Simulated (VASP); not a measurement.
## CeO: single point with PBEsol+U

The system is CeO.

```
CELL_PARAMETERS angstrom
0.00000 2.63318 2.63318
2.63318 0.00000 2.63318
2.63318 2.63318 0.00000
ATOMIC_POSITIONS crystal
Ce 0.00000 0.00000 0.00000
O 0.25000 0.25000 0.25000
```

The cell comes from a database or a generator and needn't be the stable form of this composition.

```
Program             : VASP 6.6.1
Task                : single point
Functional          : PBEsol
Potentials or basis : VASP PAW PBE potentials, release 64 (Ce, O)
Cutoff              : 520 eV
k mesh              : 6 × 6 × 6
Occupations         : gaussian, width 0.05 eV
Spin                : collinear spin, ferromagnetic start
Starting moments    : [1.0, 0.0] μB
Hubbard terms       : Ce f U = 4 eV
```

```yaml
Pressure: 16.5 GPa
Band_gap_on_the_k_mesh: none (metal or under the smearing width)
Net_moment: 1.76 μB per cell
Site_moments: Ce +1.25; O -0.02 μB
Valence_electrons_inside_the_program's_atomic_spheres: Ce 9.84; O 5.04
```

Levels at points of the mesh, in eV from the Fermi level:
Spin up:
```tsv
k point	band 6	band 7	band 8	band 9	band 10	band 11	band 12	band 13	band 14
(0.00, 0.00, 0.00)	-6.94	-6.94	-6.94	-3.27	-0.48	1.13	1.13	1.13	2.10
(0.50, 0.00, 0.00)	-6.28	-6.28	-5.45	-2.14	0.14	1.03	1.14	1.14	1.72
(0.50, 0.50, 0.00)	-7.36	-4.92	-4.92	-2.04	-1.01	0.72	1.52	1.52	1.59
```
Spin down:
| k point | band 5 | band 6 | band 7 | band 8 | band 9 | band 10 | band 11 | band 12 |
| --- | --- | --- | --- | --- | --- | --- | --- | --- |
| (0.00, 0.00, 0.00) | -17.37 | -6.79 | -6.79 | -6.79 | -1.21 | 1.90 | 1.90 | 1.90 |
| (0.50, 0.00, 0.00) | -16.55 | -6.14 | -6.14 | -5.18 | 0.49 | 1.63 | 1.74 | 1.74 |
| (0.50, 0.50, 0.00) | -15.88 | -7.03 | -4.84 | -4.84 | 0.25 | 0.37 | 2.05 | 2.19 |

Eigenvalues of the final occupation matrices:
```
    site  spin  trace                         eigenvalues
site 1 f     1   1.00  0.01 0.01 0.01 0.04 0.04 0.04 0.85
site 1 f     2   0.09  0.01 0.01 0.01 0.01 0.01 0.01 0.03
```

Wall time 45 s on 1 thread of Intel(R) Xeon(R) 6975P-C (Granite Rapids) (shared host), peak memory 0.19 GiB.

Caveat: the magnetic or orbital state may not be the lowest; the PAW data sets were made with another functional, which shifts forces and pressure a little; spin-orbit coupling is left out, which moves the levels of the heavy elements. The state reached can hang on the start; a lower one may exist.
